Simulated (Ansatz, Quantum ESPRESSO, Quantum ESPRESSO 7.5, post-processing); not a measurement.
**C6 chain between two Pb chains: ballistic transmission**

Aim: the zero-bias transmission with pwcond for this junction: C6 chain between two Pb chains.

Method: plane-wave DFT, LDA, GBRV ultrasoft pseudopotentials (cross-check by Ansatz 0.2.0 with PAW datasets), in Quantum ESPRESSO 7.5.

Most raw output is cut from this account.

## 1. The structure

The cell holds 16 atoms: 10 Pb and 6 C. Cell: a = 7.500 Å, b = 7.500 Å, c = 36.610 Å, α = 90.0°, β = 90.0°, γ = 90.0°. Regions: left lead, 5 atoms (5 Pb); channel, 6 atoms (6 C); right lead, 5 atoms (5 Pb). Vacuum lies along a and b. The structure is stacked along c, and the current runs across the ab planes.

## 2. Self-consistent run

One periodic cell holds a stretch of lead, the junction and more lead; the atoms stay as built.

File scf.in:

```
&control
  prefix = 'scf'
  outdir = './out'
  pseudo_dir = './pseudo'
  calculation = 'scf'
  tprnfor = .true.
/
&system
  ibrav = 0
  nat = 16
  ntyp = 2
  ecutwfc = 34
  ecutrho = 170
  occupations = 'smearing'
  smearing = 'mv'
  degauss = 0.01
/
&electrons
  conv_thr = 1e-07
  mixing_beta = 0.25
  electron_maxstep = 120
  mixing_mode = 'local-TF'
/
ATOMIC_SPECIES
  Pb  207.2000  pb_lda_v1.uspp.F.UPF
  C   12.0110  c_lda_v1.2.uspp.F.UPF
CELL_PARAMETERS angstrom
  7.50000000000000 0.00000000000000 0.00000000000000
  0.00000000000000 7.50000000000000 0.00000000000000
  0.00000000000000 0.00000000000000 36.61040000000000
ATOMIC_POSITIONS crystal
  Pb  0.500000000000 0.500000000000 0.000000000000
  Pb  0.500000000000 0.500000000000 0.079212464218
  Pb  0.500000000000 0.500000000000 0.158424928436
  Pb  0.500000000000 0.500000000000 0.237637392653
  Pb  0.500000000000 0.500000000000 0.316849856871
  C   0.500000000000 0.500000000000 0.373396630466
  C   0.500000000000 0.500000000000 0.406993641151
  C   0.500000000000 0.500000000000 0.443595262548
  C   0.500000000000 0.500000000000 0.477192273234
  C   0.500000000000 0.500000000000 0.513793894631
  C   0.500000000000 0.500000000000 0.547390905317
  Pb  0.500000000000 0.500000000000 0.603937678911
  Pb  0.500000000000 0.500000000000 0.683150143129
  Pb  0.500000000000 0.500000000000 0.762362607347
  Pb  0.500000000000 0.500000000000 0.841575071564
  Pb  0.500000000000 0.500000000000 0.920787535782
K_POINTS automatic
  1 1 3 0 0 0
```

Launch:

```sh
OMP_NUM_THREADS=1 mpirun -n 4 pw.x -nk 1 -in scf.in > scf.out
```

The job ended after 2.8 min (4 MPI ranks of Arm Neoverse V1, shared host; peak memory 2.3 GiB).

This step gave:

* free energy: -23231.7716 eV
* Fermi energy: -1.923 eV

The program's own clock; routines nest. Time by routine:

| routine | wall time (s) | calls |
| --- | --- | --- |
| PWSCF | 165.6 | 1 |
| electrons | 160.2 | 1 |
| c_bands | 109.8 | 19 |
| cegterg | 108 | 38 |
| h_psi | 69.23 | 188 |
| fftw | 57.32 | 21368 |
| vloc_psi | 50.43 | 188 |
| sum_band | 25.91 | 19 |
| mix_rho | 13.85 | 19 |
| calbec | 13.71 | 234 |
| newd | 10.73 | 20 |
| h_psi:calbec | 9.17 | 188 |
| ffts | 9.14 | 2253 |
| add_vuspsi | 9.03 | 188 |

The run needed 19 iterations to bring the estimated error under 1e-07 Ry; the largest force on any atom, held or free, is 2.41 eV/Å.

## 3. The open system

prefixt takes both regions from one run: the lead from 0 to bdl, the scattering region from bdl to bds (units of alat). ikind = 1 puts the same lead on both sides. The program's T_tot counts both spins in a run without spin; the tables below give T per spin.

File cond.in:

```
&inputcond
  outdir = './out'
  prefixt = 'scf'
  tran_file = 'cond.dat'
  bdl = 0.7733333333
  bds = 4.8813866667
  ikind = 1
  ewind = 4.0
  epsproj = 1e-05
  nz1 = 7
  energy0 = 2.0
  denergy = -0.1
/
1
  0.00000000 0.00000000 1.00000000
41
```

Launch:

```sh
OMP_NUM_THREADS=1 mpirun -n 4 pwcond.x -in cond.in > cond.out
```

It took 4.4 min on 4 MPI ranks; peak memory 0.49 GiB; 18 min of CPU time.

Numbers from this step:

| Property | Result |
| --- | --- |
| lead channels at the Fermi level, one spin | 3 |
| transmission at the Fermi level, one spin | 1.208 |
| conductance | 1.208 G₀ |

Per spin. Open channels against energy, zero at the Fermi level:

| energy (eV) | open channels |
| --- | --- |
| -2.00 | 1 |
| -1.90 | 1 |
| -1.70 | 1 |
| -1.60 | 1 |
| -1.40 | 1 |
| -1.30 | 1 |
| -1.20 | 1 |
| -1.00 | 1 |
| -0.90 | 1 |
| -0.80 | 1 |
| -0.60 | 3 |
| -0.50 | 3 |
| -0.30 | 3 |
| -0.20 | 3 |
| -0.10 | 3 |
| 0.00 | 3 |
| 0.10 | 3 |
| 0.20 | 3 |
| 0.30 | 3 |
| 0.50 | 3 |
| 0.60 | 3 |
| 0.80 | 3 |
| 0.90 | 3 |
| 1.00 | 3 |
| 1.20 | 3 |
| 1.30 | 3 |
| 1.40 | 3 |
| 1.60 | 3 |
| 1.70 | 3 |
| 1.90 | 3 |
| 2.00 | 3 |

Per spin. The transmission by energy, zero at the Fermi level:

| energy (eV) | transmission |
| --- | --- |
| -2.00 | 2.9e-6 |
| -1.90 | 3.4e-6 |
| -1.70 | 3.9e-6 |
| -1.60 | 4.1e-6 |
| -1.40 | 4.3e-6 |
| -1.30 | 4.4e-6 |
| -1.20 | 4.5e-6 |
| -1.00 | 4.7e-6 |
| -0.90 | 4.8e-6 |
| -0.80 | 4.9e-6 |
| -0.60 | 0.248 |
| -0.50 | 0.489 |
| -0.30 | 0.882 |
| -0.20 | 1.02 |
| -0.10 | 1.12 |
| 0.00 | 1.21 |
| 0.10 | 1.28 |
| 0.20 | 1.34 |
| 0.30 | 1.36 |
| 0.50 | 1.34 |
| 0.60 | 1.40 |
| 0.80 | 1.34 |
| 0.90 | 1.35 |
| 1.00 | 1.37 |
| 1.20 | 1.41 |
| 1.30 | 1.43 |
| 1.40 | 1.44 |
| 1.60 | 1.46 |
| 1.70 | 1.47 |
| 1.90 | 1.48 |
| 2.00 | 1.48 |

The program's own clock; routines nest. Time by routine:

| routine | wall time (s) | calls |
| --- | --- | --- |
| PWCOND | 265.2 | 1 |
| scatter_forw | 221.9 | 82 |
| compbs | 24.16 | 41 |
| compbs_2 | 20.05 | 41 |
| local | 13.18 | 1 |
| init | 1.12 | 1 |
| poten | 0.15 | 1 |

At no point does T exceed the number of channels.

## 4. Transmission with pwcond.x, with epsproj = 0.001

A sensitivity test on the input.

cond.w.in is the input of step 3 with these lines changed:

```diff
@@ -3,3 +3,3 @@
   prefixt = 'scf'
-  tran_file = 'cond.dat'
+  tran_file = 'cond.w.dat'
   bdl = 0.7733333333
@@ -8,3 +8,3 @@
   ewind = 4.0
-  epsproj = 1e-05
+  epsproj = 0.001
   nz1 = 7
```

Launch:

```sh
OMP_NUM_THREADS=1 mpirun -n 4 pwcond.x -in cond.w.in > cond.w.out
```

Wall time 1.8 min (4 MPI ranks); peak memory 0.45 GiB.

The changed values were drawn from a wide range, not chosen for quality; the comparison shows what they did here together.

Beside the run it was changed from:

| quantity | this run | unchanged run | difference |
| --- | --- | --- | --- |
| transmission at the Fermi level, one spin | 1.197 | 1.208 | -0.010 |
| lead channels at the Fermi level, one spin | 3 | 3 | 0 |
| wall time (s) | 108 | 266 |  |

Over all energies T moves by up to 1.4, at 0.6 eV, where the two runs count unlike lead channels.

The physical values in this table move by up to 0.86 %.

## 5. The same in Ansatz

As a check, the same structure is run in Ansatz.

Level of this step: plane-wave DFT, LDA, Ansatz PAW (Ansatz 0.2.0).

File input.yaml:

```yaml
crystal:
  lattice:
    - [7.5, 0.0, 0.0]
    - [0.0, 7.5, 0.0]
    - [0.0, 0.0, 36.6104]
  atoms:
    - { symbol: Pb, position: [0.5, 0.5, 0.0] }
    - { symbol: Pb, position: [0.5, 0.5, 0.0792124642] }
    - { symbol: Pb, position: [0.5, 0.5, 0.1584249284] }
    - { symbol: Pb, position: [0.5, 0.5, 0.2376373927] }
    - { symbol: Pb, position: [0.5, 0.5, 0.3168498569] }
    - { symbol: C, position: [0.5, 0.5, 0.3733966305] }
    - { symbol: C, position: [0.5, 0.5, 0.4069936412] }
    - { symbol: C, position: [0.5, 0.5, 0.4435952625] }
    - { symbol: C, position: [0.5, 0.5, 0.4771922732] }
    - { symbol: C, position: [0.5, 0.5, 0.5137938946] }
    - { symbol: C, position: [0.5, 0.5, 0.5473909053] }
    - { symbol: Pb, position: [0.5, 0.5, 0.6039376789] }
    - { symbol: Pb, position: [0.5, 0.5, 0.6831501431] }
    - { symbol: Pb, position: [0.5, 0.5, 0.7623626073] }
    - { symbol: Pb, position: [0.5, 0.5, 0.8415750716] }
    - { symbol: Pb, position: [0.5, 0.5, 0.9207875358] }
kpoints:
  mp_grid: { grid: [1, 1, 4] }
hamiltonian:
  xc: lda
scf:
  occupations: { method: fermi_dirac, width: 0.1 }
  convergence: { dr2_threshold: 1.0e-08 }
output:
  transmission:
    leads: [[0, 1]]
    e_range: [-2.0, 2.0]
    de: 0.05
    kmesh: [1, 1]
    reduced_basis: true
  write_potential: true
  write_density: true
  volumetric_format: npy
  elf: true
```

Launch:

```sh
ansatz run input.yaml --threads 4 --pin off --max-ram 8192MiB --backend cpu --events-out ev --progress --plain --runs-dir out
```

The job ended after 63 s (4 threads; peak memory 3.3 GiB).

This step gave:

| Item | Value |
| --- | --- |
| free energy | -117455.0142 eV |
| energy at zero smearing | -117454.7980 eV |
| smearing term TS | 0.4325 eV |
| Fermi energy | -1.962 eV |
| symmetry operations | 16 |
| transmission at the Fermi level, one spin | 1.199 |
| step of the lead's Hamiltonian over a period | 72 meV |

Per spin. Transmission against energy, zero at the Fermi level:

| energy (eV) | transmission |
| --- | --- |
| -2.000 | 2.9e-6 |
| -1.800 | 3.6e-6 |
| -1.600 | 4.0e-6 |
| -1.400 | 4.4e-6 |
| -1.200 | 4.7e-6 |
| -1.000 | 4.9e-6 |
| -0.800 | 5.2e-6 |
| -0.600 | 0.261 |
| -0.400 | 0.729 |
| -0.200 | 0.947 |
| 0.000 | 1.20 |
| 0.200 | 1.34 |
| 0.400 | 1.35 |
| 0.600 | 1.32 |
| 0.800 | 1.33 |
| 1.000 | 1.38 |
| 1.200 | 1.43 |
| 1.400 | 1.47 |
| 1.600 | 1.48 |
| 1.800 | 1.48 |
| 2.000 | 1.46 |

Per spin. The open channels by energy, zero at the Fermi level:

| energy (eV) | open channels |
| --- | --- |
| -2.00 | 1 |
| -1.85 | 1 |
| -1.70 | 1 |
| -1.60 | 1 |
| -1.45 | 1 |
| -1.30 | 1 |
| -1.15 | 1 |
| -1.05 | 1 |
| -0.90 | 1 |
| -0.75 | 1 |
| -0.60 | 3 |
| -0.50 | 3 |
| -0.35 | 3 |
| -0.20 | 3 |
| -0.05 | 3 |
| 0.00 | 3 |
| 0.05 | 3 |
| 0.20 | 3 |
| 0.35 | 3 |
| 0.50 | 3 |
| 0.60 | 3 |
| 0.75 | 3 |
| 0.90 | 3 |
| 1.05 | 3 |
| 1.15 | 3 |
| 1.30 | 3 |
| 1.45 | 3 |
| 1.60 | 3 |
| 1.70 | 3 |
| 1.85 | 3 |
| 2.00 | 3 |

Valence density in the ca plane at fractional y = 0.500, with atoms of Pb and C within 0.2 Å of it. It is the smooth field of the valence electrons, not physical close to the nuclei.

Values in units of 1e0 e/Å³, 11 rows by 16 columns, each cell a mean:
```
0.0 0.0 0.0 0.0 0.0 0.0 0.0 0.0 0.0 0.0 0.0 0.0 0.0 0.0 0.0 0.0
0.0 0.0 0.0 0.0 0.0 0.0 0.0 0.0 0.0 0.0 0.0 0.0 0.0 0.0 0.0 0.0
0.0 0.0 0.0 0.0 0.0 0.0 0.0 0.0 0.0 0.0 0.0 0.0 0.0 0.0 0.0 0.0
0.1 0.1 0.1 0.1 0.1 0.1 0.1 0.1 0.2 0.3 0.1 0.2 0.2 0.1 0.2 0.2
0.8 1.1 0.9 1.1 1.0 0.9 1.1 0.8 1.4 2.7 0.3 1.7 2.3 0.3 2.2 1.9
1.5 2.2 1.9 2.0 2.0 1.9 2.2 1.5 2.8 5.8 0.5 3.6 5.0 0.4 4.6 4.0
0.5 0.7 0.6 0.6 0.6 0.6 0.7 0.5 0.8 1.5 0.2 1.0 1.3 0.2 1.2 1.1
0.1 0.1 0.0 0.1 0.1 0.0 0.1 0.1 0.1 0.1 0.1 0.1 0.1 0.1 0.1 0.1
0.0 0.0 0.0 0.0 0.0 0.0 0.0 0.0 0.0 0.0 0.0 0.0 0.0 0.0 0.0 0.0
0.0 0.0 0.0 0.0 0.0 0.0 0.0 0.0 0.0 0.0 0.0 0.0 0.0 0.0 0.0 0.0
0.0 0.0 0.0 0.0 0.0 0.0 0.0 0.0 0.0 0.0 0.0 0.0 0.0 0.0 0.0 0.0
```
Columns run along c (16.0 Å, from fractional 0.36 to 0.79 of the cell), rows up along a (7.5 Å). Atoms in or near the plane, at fractional coordinates: C at (0.37, 0.50), C at (0.41, 0.50), C at (0.44, 0.50), C at (0.48, 0.50), C at (0.51, 0.50), C at (0.55, 0.50), Pb at (0.60, 0.50), Pb at (0.68, 0.50), Pb at (0.76, 0.50).

ELF in the ca plane at fractional y = 0.500, with atoms of Pb and C within 0.2 Å of it. It is the smooth field of the valence electrons, not physical close to the nuclei.

Ten even steps from '0' (0.00) to '9' (0.89), each cell a mean:
```
00000000000000000000000000000000000000000000
00000000000000000000000000000000000000000000
00000000000000000000000011111111111111111111
00000000000000000000000112322122332222222222
11111000001100000111111134442224444322333333
23333211123321112333321234543234554433444443
46666544456654445666642344454234444433444444
78788777778877777887873344444234444433444444
87689579769957976985884321244234113433431134
95177159417715951881584200044233001433420014
96388369638836963883784200144233002433430024
88789778779977877987874333444234334433443344
67777655567765556777753344454234444433444444
34444322334432223444432244553234554433444444
12221100112210001122211234443234554323344433
00000000000000000000000123332223443222233322
00000000000000000000000012221112222111111111
00000000000000000000000000100000110000000000
00000000000000000000000000000000000000000000
00000000000000000000000000000000000000000000
```
Columns run along c (16.0 Å, from fractional 0.36 to 0.79 of the cell), rows up along a (7.5 Å). Atoms in or near the plane, at fractional coordinates: C at (0.37, 0.50), C at (0.41, 0.50), C at (0.44, 0.50), C at (0.48, 0.50), C at (0.51, 0.50), C at (0.55, 0.50), Pb at (0.60, 0.50), Pb at (0.68, 0.50), Pb at (0.76, 0.50).

Ansatz finds T = 1.20 against pwcond's 1.21.

## 6. All levels side by side

All levels:

| step | T at the Fermi level (per spin) | conductance (G0) | r.m.s. T(E) from the first | CPU time of the step (s) | peak memory (GiB) |
| --- | --- | --- | --- | --- | --- |
| Ansatz | 1.199 | - | 0 | 234.3 | 3.271 |
| pwcond | 1.208 | 1.208 | 0.02653 | 1063 | 0.49 |
| pwcond, changed setting | 1.197 | 1.197 | 0.2081 | 431.6 | 0.45 |

Per spin. Transmission against energy, zero at the Fermi level:

| energy (eV) | Ansatz | pwcond | pwcond, changed setting |
| --- | --- | --- | --- |
| -2.00 | 2.9e-6 | 2.9e-6 | 3.0e-6 |
| -1.80 | 3.6e-6 | 3.7e-6 | 3.7e-6 |
| -1.60 | 4.0e-6 | 4.1e-6 | 4.1e-6 |
| -1.40 | 4.4e-6 | 4.3e-6 | 4.4e-6 |
| -1.20 | 4.7e-6 | 4.5e-6 | 4.6e-6 |
| -1.00 | 4.9e-6 | 4.7e-6 | 4.8e-6 |
| -0.90 | 5.1e-6 | 4.8e-6 | 4.9e-6 |
| -0.70 | 0.00338 | 5.0e-6 | 5.0e-6 |
| -0.50 | 0.565 | 0.489 | 0.464 |
| -0.30 | 0.834 | 0.882 | 0.864 |
| -0.10 | 1.08 | 1.12 | 1.11 |
| 0.00 | 1.20 | 1.21 | 1.20 |
| 0.10 | 1.29 | 1.28 | 1.27 |
| 0.30 | 1.36 | 1.36 | 1.36 |
| 0.50 | 1.33 | 1.34 | 1.34 |
| 0.70 | 1.32 | 1.34 | 1.34 |
| 0.90 | 1.35 | 1.35 | 1.35 |
| 1.00 | 1.38 | 1.37 | 1.36 |
| 1.20 | 1.43 | 1.41 | 1.41 |
| 1.40 | 1.47 | 1.44 | 1.44 |
| 1.60 | 1.48 | 1.46 | 1.46 |
| 1.80 | 1.48 | 1.47 | 1.47 |
| 2.00 | 1.46 | 1.48 | 1.48 |

## 7. By hand

G = 1.21 × 77.48 µS = 93.6 µS a cell, a resistance of 10.7 kΩ.

## 8. Results

| Item | Value |
| --- | --- |
| conductance from T at the Fermi level, a cell (G₀ = 2e²/h) | 1.21 G₀ |
| lead channels per spin | 3.00 |
| the same conductance by Ansatz | 1.20 G₀ |

What this shows: The junction conducts 1.21 G₀ a cell at the Fermi level (LDA, GBRV ultrasoft). At the Fermi level the junction passes 40 % of what the leads offer. At the Fermi level pwcond and Ansatz differ by 0.73 %, a close match. Ansatz finds a step of 72 meV across the lead's period inside the junction cell: the lead is too short to be bulk-like, which bears on both codes. Over -2 to 2 eV, T lies between 2.9e-6 and 1.5 per spin. The geometry is as built, not relaxed, and the leads are short. Spin-orbit coupling is left out; depending on the atoms that carry the levels of interest, it can split and shift them by tenths of an eV to an eV or more.

[Logs are printed without paths, hosts, clocks, repeated set-up lines and the standing remarks that a program may print on its own settings, such as how far it seeks lower states.]

[Hosts, paths, dates, database ids (printed as entryN), source tags and the programs' standing remarks are cut or masked in the printed files.]

[Maps of the electrostatic potential energy from Ansatz leave out the sawtooth potential of an applied field or a dipole correction, so their vacuum need not be flat; planar profiles and work functions include it.]
